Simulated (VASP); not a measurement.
# Se (P3_121) in VASP: settings compared, part 2 of 2

VASP 6.6.1. The steps go on from the part before.

### Step 3. Relaxation of cell and atoms, PBE+D3(BJ)

This run uses another cell than the first one, of 24.48 Å³/atom, 0.898 times its volume.

INCAR reads:

```
SYSTEM = Se
  PREC = Accurate
  ENCUT = 600
  EDIFF = 1E-7
  ISMEAR = 0
  SIGMA = 0.03
  LREAL = .FALSE.
  LASPH = .TRUE.
  NELM = 80
  ALGO = Normal
  ISIF = 3
  LWAVE = .FALSE.
  LCHARG = .FALSE.
  GGA = PE
  IVDW = 12
  IBRION = 2
  NSW = 90
  EDIFFG = -0.005
```

KPOINTS reads:

```
Automatic mesh
0
G
  9 9 6
  0 0 0
```

POSCAR reads:

```
Se                                      
1.0
    4.0646724215      0.0000000000     -0.0000000000
   -2.0323362107      3.5201095751      0.0000000000
    0.0000000000     -0.0000000000      5.1336898542
  Se            
     3
Direct
     0.2477491664428600    0.0000000000000000    0.3333333332999970
     0.0000000000000001    0.2477491664428599    0.6666666667000030
     0.7522508335571398    0.7522508335571398    0.0000000000000000
```

Potentials or basis: VASP PAW PBE potentials, release 64 (Se).

Started as:

```sh
cat potpaw_PBE.64/Se/POTCAR > POTCAR
mpirun -np 1 vasp_std > vasp.out
```

OUTCAR:

```text
SYSTEM = Se
   PREC = Accurate
   ENCUT = 600
   EDIFF = 1E-7
   ISMEAR = 0
   LREAL = .FALSE.
   LASPH = .TRUE.
   NELM = 80
   ISIF = 3
   GGA = PE
   IVDW = 12
   IBRION = 2
   NSW = 90
   EDIFFG = -0.005
 IVDW          = 12

 ion  position               nearest neighbor table
   1  0.248  0.000  0.333-   3 2.44   2 2.44
   2  0.000  0.248  0.667-   3 2.44   1 2.44
   3  0.752  0.752  0.000-   2 2.44   1 2.44

  LATTYP: Found a hexagonal cell.
 ALAT       =     4.0646724215
 C/A-ratio  =     1.2630021123

  Lattice vectors:

 A1 = (   4.0646724215,   0.0000000000,   0.0000000000)
 A2 = (  -2.0323362107,   3.5201095751,   0.0000000000)
 A3 = (   0.0000000000,   0.0000000000,   5.1336898542)

Analysis of symmetry for initial positions (statically):
=====================================================================
 Subroutine PRICEL returns:
 Original cell was already a primitive cell.

 Routine SETGRP: Setting up the symmetry group for a
 hexagonal supercell.

 Subroutine GETGRP returns: Found  6 space group operations
 (whereof  2 operations were pure point group operations)
 out of a pool of 24 trial point group operations.

The static configuration has the point symmetry C_2 .
 The point group associated with its full space group is D_3 .

Analysis of symmetry for dynamics (positions and initial velocities):
=====================================================================
 Subroutine PRICEL returns:
 Original cell was already a primitive cell.

 Routine SETGRP: Setting up the symmetry group for a
 hexagonal supercell.

 Subroutine GETGRP returns: Found  6 space group operations
 (whereof  2 operations were pure point group operations)
 out of a pool of 24 trial point group operations.

The dynamic configuration has the point symmetry C_2 .
 The point group associated with its full space group is D_3 .

 Subroutine INISYM returns: Found  6 space group operations
 (whereof  2 operations are pure point group operations),
 and found     1 'primitive' translations

----------------------------------------------------------------------------------------

                                     Primitive cell

  volume of cell :      73.4533

  direct lattice vectors                    reciprocal lattice vectors
     4.064672422  0.000000000  0.000000000     0.246022286  0.142041033  0.000000000
    -2.032336211  3.520109575  0.000000000     0.000000000  0.284082066  0.000000000
     0.000000000  0.000000000  5.133689854     0.000000000  0.000000000  0.194791666

  length of vectors
     4.064672422  4.064672421  5.133689854     0.284082066  0.284082066  0.194791666

  position of ions in fractional coordinates (direct lattice)
     0.247749166  0.000000000  0.333333333
     1.000000000  0.247749166  0.666666667
     0.752250834  0.752250834  0.000000000

  ion indices of the primitive-cell ions
   primitive index   ion index
                 1           1
                 2           2
                 3           3

----------------------------------------------------------------------------------------

 KPOINTS: Automatic mesh

Automatic generation of k-mesh.
[... 50 lines left out ...]
   total plane-waves  NPLWV =  43008
   dimension x,y,z NGX =    32 NGY =   32 NGZ =   42
   dimension x,y,z NGXF=    64 NGYF=   64 NGZF=   84
   ions per type =               3
   NGX,Y,Z   is equivalent  to a cutoff of  13.09, 13.09, 13.60 a.u.
   NGXF,Y,Z  is equivalent  to a cutoff of  26.18, 26.18, 27.20 a.u.
 SYSTEM =  Se
   PREC   = accura    normal or accurate (medium, high low for compatibility)
   ISTART =      0    job   : 0-new  1-cont  2-samecut
   ICHARG =      2    charge: 1-file 2-atom 10-const
   ISPIN  =      1    spin polarized calculation?
   LNONCOLLINEAR =      F non collinear calculations
   LSORBIT =      F    spin-orbit coupling
   LASPH  =      T    aspherical Exc in radial PAW
   ENCUT  =  600.0 eV  44.10 Ry    6.64 a.u.   8.12  8.12 10.25*2*pi/ulx,y,z
   NELM   =     80;   NELMIN=  2; NELMDL= -5     # of ELM steps
   EDIFF  = 0.1E-06   stopping-criterion for ELM
   LREAL  =      F    real-space projection
   EDIFFG = -.5E-02   stopping-criterion for IOM
   NSW    =     90    number of steps for IOM
   IBRION =      2    ionic relax: 0-MD 1-quasi-New 2-CG
   NFREE  =      1    steps in history (QN), initial steepest desc. (CG)
   ISIF   =      3    stress and relaxation
   ISYM   =      2    0-nonsym 1-usesym 2-fastsym
   POTIM  = 0.5000    time-step for ionic-motion
   TEBEG  =    0.0;   TEEND  =   0.0 temperature during run
   PSTRESS=    0.0 pullay stress
   NELECT =      18.0000    total number of electrons
   NUPDOWN=      -1.0000    fix difference up-down
   EMIN   =  10.00;   EMAX   =-10.00  energy-range for DOS
   EFERMI =   0.00;   METHOD = LEGACY
   ISMEAR =     0;   SIGMA  =   0.03  broadening in eV -4-tet -1-fermi 0-gaus
   EFERMI_NEDOS =   21; number of points for ismear=-14 and -15
   IALGO  =     38    algorithm
   IMIX   =      4    mixing-type and parameters
     AMIX     =   0.40;   BMIX     =  1.00
     AMIX_MAG =   1.60;   BMIX_MAG =  1.00
  volume/ion in A,a.u.               =      24.48       165.23
  Fermi-wavevector in a.u.,A,eV,Ry     =   1.024460  1.935950 14.279577  1.049519
  Thomas-Fermi vector in A             =   2.158249
   LORBIT       =      0    0 simple, 1 ext, 2 COOP (PROOUT), +10 PAW based schemes
   GGA     = PE    functional components
   LHFCALC =     F    Hartree Fock is set to
   AEXX    =    0.0000 exact exchange contribution
   IVDW    =    12    specifies the selected vdW correction
   LEPSILON=     F    determine dielectric tensor
   LRPA    =     F    only Hartree local field effects (RPA)
 conjugate gradient relaxation of ions
 non-spin polarized calculation
 Gauss-broadening in eV      SIGMA  =   0.03
  energy-cutoff  :      600.00
  volume of cell :       73.45
 maximum number of plane-waves:      2484
   NGX = 17   NGY = 17   NGZ = 21

 number of electron      18.0000002 magnetization

 Free energy of the ion-electron system (eV)
  ---------------------------------------------------
  ext. energy  EPLUGINS =         0.00000000
  ---------------------------------------------------
  free energy    TOTEN  =       -10.42295574 eV

  energy without entropy =      -10.42295574  energy(sigma->0) =      -10.42295574

 E-fermi :   3.8061     XC(G=0):  -9.4363

 val. band max:        3.6790758327   @ k =   0.3333   0.3333   0.5000
 cond. band min:       4.1933193559   @ k =   0.3333   0.3333   0.5000
 fundamental gap:      0.5142435232
 Fermi energy:         3.8060841107

 k-point     1 :       0.0000    0.0000    0.0000
  band No.  band energies     occupation
      1     -12.2623      2.00000
      2      -8.2283      2.00000
      3      -8.2283      2.00000
      4       0.0582      2.00000
      5       0.2554      2.00000
      6       0.2554      2.00000
      7       1.8254      2.00000
      8       1.8254      2.00000
      9       3.1565      2.00000
     10       5.1483      0.00000
     11       5.1483      0.00000
     12       5.7462      0.00000
     13      10.0985      0.00000
[... 354 lines left out ...]
  band No.  band energies     occupation
      1     -11.6342      2.00000
      2      -9.2357      2.00000
      3      -7.5136      2.00000
      4      -1.6346      2.00000
      5      -1.1270      2.00000
      6       0.0630      2.00000
      7       1.5415      2.00000
      8       2.3176      2.00000
      9       3.0382      2.00000
     10       5.0291      0.00000
     11       5.7411      0.00000
     12       6.0908      0.00000
     13       9.0004      0.00000

 [... further k-points ...]

------------------------ aborting loop because EDIFF is reached ----------------------------------------

 Edisp (eV)   -1.06919

 E8    (eV) :    -0.4418

  FORCE on cell =-STRESS in cart. coord.  units (eV):
  Direction    XX          YY          ZZ          XY          YZ          ZX
  --------------------------------------------------------------------------------------
  -------------------------------------------------------------------------------------
  Total       0.00551     0.00551     0.00027     0.00000     0.00000    -0.00000
  in kB       0.12027     0.12027     0.00579     0.00000     0.00000    -0.00000
  external pressure =        0.08 kB  Pullay stress =        0.00 kB

 VOLUME and BASIS-vectors are now :
 -----------------------------------------------------------------------------
  energy-cutoff  :      600.00
  volume of cell :       73.45
      direct lattice vectors                 reciprocal lattice vectors
     4.064672422  0.000000000  0.000000000     0.246022286  0.142041033  0.000000000
    -2.032336211  3.520109575  0.000000000     0.000000000  0.284082066  0.000000000
     0.000000000  0.000000000  5.133689854     0.000000000  0.000000000  0.194791666

 POSITION                                       TOTAL-FORCE (eV/Angst)
 -----------------------------------------------------------------------------------
      1.00702      0.00000      1.71123         0.002660      0.000000      0.000000
     -0.50351      0.87210      3.42246        -0.001330      0.002303     -0.000000
      1.52883      2.64801      0.00000        -0.001330     -0.002303     -0.000000
 -----------------------------------------------------------------------------------
    total drift:                                0.000000     -0.000000      0.000000

  FREE ENERGIE OF THE ION-ELECTRON SYSTEM (eV)
  ---------------------------------------------------
  free  energy   TOTEN  =       -11.4921458652 eV

  energy  without entropy=      -11.4921458652  energy(sigma->0) =      -11.49214587

 reached required accuracy - stopping structural energy minimisation
```

CONTCAR:

```text
Se
   1.00000000000000
     4.0646724215000001    0.0000000000000000    0.0000000000000000
    -2.0323362107000000    3.5201095751000002    0.0000000000000000
     0.0000000000000000    0.0000000000000000    5.1336898542000000
  Se
     3
Direct
     0.2477491664428584    0.0000000000000000    0.3333333332999970
     0.0000000000000000    0.2477491664428584    0.6666666667000030
     0.7522508335571416    0.7522508335571416    0.0000000000000000

  0.00000000E+00  0.00000000E+00  0.00000000E+00
  0.00000000E+00  0.00000000E+00  0.00000000E+00
  0.00000000E+00  0.00000000E+00  0.00000000E+00
```

It took 20 s on 1 thread of Intel Xeon 6975P-C (Granite Rapids), shared host; peak memory 0.23 GiB.

What came out:

```
Free energy                : -11.4921 eV
Pressure after relaxing    : 0.0 GPa
Band gap on the k mesh     : 0.51 eV, direct
Dispersion energy per atom : -0.356 eV
```

Forces in eV/Å, atoms in the order of the input:
```
Se   0.003  0.000  0.000
Se  -0.001  0.002  0.000
Se  -0.001 -0.002  0.000
```

Final structure:
```
Se
1.0
     4.06467    0.00000    0.00000
    -2.03234    3.52011    0.00000
     0.00000    0.00000    5.13369
Se
3
Direct
  0.24775 0.00000 0.33333
  0.00000 0.24775 0.66667
  0.75225 0.75225 0.00000
```

Caveat: the relaxation stopped at its first step, so nothing moved; an odd mesh through Γ misses points on the zone boundary, where band edges often lie.

### Step 4. Relaxation of cell and atoms, PBE

Changes to INCAR since step 3:

```diff
@@ -3,3 +3,3 @@
   ENCUT = 600
-  EDIFF = 1E-7
+  EDIFF = 1E-6
   ISMEAR = 0
@@ -14,5 +14,4 @@
   GGA = PE
-  IVDW = 12
   IBRION = 2
   NSW = 90
-  EDIFFG = -0.005
+  EDIFFG = -0.01
```

KPOINTS is that of step 3.

POSCAR reads:

```
Se
1.0
    4.3662000000      0.0000000000      0.0000000000
   -2.1831000000      3.7812401180      0.0000000000
    0.0000000000      0.0000000000      4.9536000000
Se
3
Direct
    0.2254000000      0.0000000000      0.3333333333
    0.0000000000      0.2254000000      0.6666666667
    0.7746000000      0.7746000000      0.0000000000
```

Started as:

```sh
cat potpaw_PBE.64/Se/POTCAR > POTCAR
mpirun -np 1 vasp_std > vasp.out
```

Wall time 8.7 min (1 thread of Intel Xeon Platinum 8488C (Sapphire Rapids), shared host); peak memory 0.26 GiB.

Results (log left out):

- Free energy: -10.5107 eV
- Relaxed volume: 29.81 Å³/atom
- Relaxed cell: a = 4.523 Å, b = 4.523 Å, c = 5.047 Å, α = 90.00°, β = 90.00°, γ = 120.00°
- Space group after relaxing (to 0.05 Å): P3_121 (No. 152)
- Energy gained by relaxing: 13.6 meV/atom
- Ionic steps: 15
- Pressure after relaxing: 0.0 GPa
- Band gap on the k mesh: 1.03 eV, indirect (least direct gap 1.24 eV)

Step by step:
```tsv
step	energy change (eV)	largest force (eV/Å)	pressure (GPa)	volume (Å³)
1	0.0000	0.4337	2.91	81.78
2	-0.0048	0.5160	-2.12	87.77
3	-0.0350	0.0942	0.11	84.78
4	-0.0350	0.0850	0.15	84.72
5	-0.0363	0.0652	0.13	85.00
6	-0.0378	0.0064	0.09	85.80
7	-0.0383	0.0174	0.02	86.19
8	-0.0392	0.0509	-0.18	87.33
9	-0.0389	0.1144	-0.51	89.64
10	-0.0394	0.0758	-0.33	88.30
11	-0.0396	0.0722	-0.30	88.36
12	-0.0399	0.0595	-0.25	88.55
13	-0.0404	0.0341	-0.15	88.93
14	-0.0406	0.0203	0.09	89.69
15	-0.0407	0.0001	0.00	89.42
```

Final structure:
```
Se
1.0
     4.52328    0.00000    0.00000
    -2.26164    3.91727    0.00000
     0.00000    0.00000    5.04665
Se
3
Cartesian
  0.9907 0.0000 1.6822
  -0.4954 0.8580 3.3644
  1.7663 3.0593 0.0000
```

Levels at points of the mesh, in eV from the valence-band top:
```
           k point  band 7  band 8  band 9  band 10  band 11  band 12
(0.00, 0.00, 0.00)   -1.83   -1.83   -0.30     1.93     1.93     2.30
(0.00, 0.00, 0.50)   -1.31   -1.31   -0.94     1.35     1.39     1.39
```

Caveat: an odd mesh through Γ misses points on the zone boundary, where band edges often lie. PBE gaps usually lie below the measured ones, often by a third to a half.

### Step 5. Relaxation of cell and atoms, PBE

This run uses another cell than the first one, of 29.81 Å³/atom, 1.093 times its volume.

Changes to INCAR since step 4:

```diff
@@ -3,3 +3,3 @@
   ENCUT = 600
-  EDIFF = 1E-6
+  EDIFF = 1E-7
   ISMEAR = 0
@@ -16,2 +16,2 @@
   NSW = 90
-  EDIFFG = -0.01
+  EDIFFG = -0.005
```

KPOINTS is that of step 4.

POSCAR reads:

```
Se                                      
1.0
    4.5232764446      0.0000000000      0.0000000000
   -2.2616382223      3.9172723093     -0.0000000000
   -0.0000000000      0.0000000000      5.0466508214
  Se            
     3
Direct
     0.2190247648645036    0.0000000000000000    0.3333333332999970
     0.0000000000000000    0.2190247648645035    0.6666666667000030
     0.7809752351354965    0.7809752351354966    0.0000000000000000
```

Started as:

```sh
cat potpaw_PBE.64/Se/POTCAR > POTCAR
mpirun -np 1 vasp_std > vasp.out
```

Run time: 66 s. Hardware: 1 thread of Intel Xeon Platinum 8488C (Sapphire Rapids), shared host; peak memory 0.25 GiB.

It converged, with:

```
Free energy             : -10.5110 eV
Pressure after relaxing : 0.0 GPa
Band gap on the k mesh  : 1.03 eV, indirect (least direct gap 1.24 eV)
```

Final structure:
```xyz
3
Lattice="4.5233 0.0000 0.0000 -2.2616 3.9173 0.0000 0.0000 0.0000 5.0467" Properties=species:S:1:pos:R:3 pbc="T T T"
Se    0.9907    0.0000    1.6822
Se   -0.4954    0.8580    3.3644
Se    1.7663    3.0593    0.0000
```

Levels at points of the mesh, in eV from the valence-band top:
```csv
k point,band 6,band 7,band 8,band 9,band 10,band 11,band 12,band 13
"(0.00, 0.00, 0.00)",-3.41,-1.83,-1.83,-0.30,1.93,1.93,2.30,5.90
"(0.00, 0.00, 0.50)",-3.21,-1.31,-1.31,-0.94,1.35,1.39,1.39,6.52
```

Caveat: the relaxation stopped at its first step, so nothing moved; an odd mesh through Γ misses points on the zone boundary, where band edges often lie.
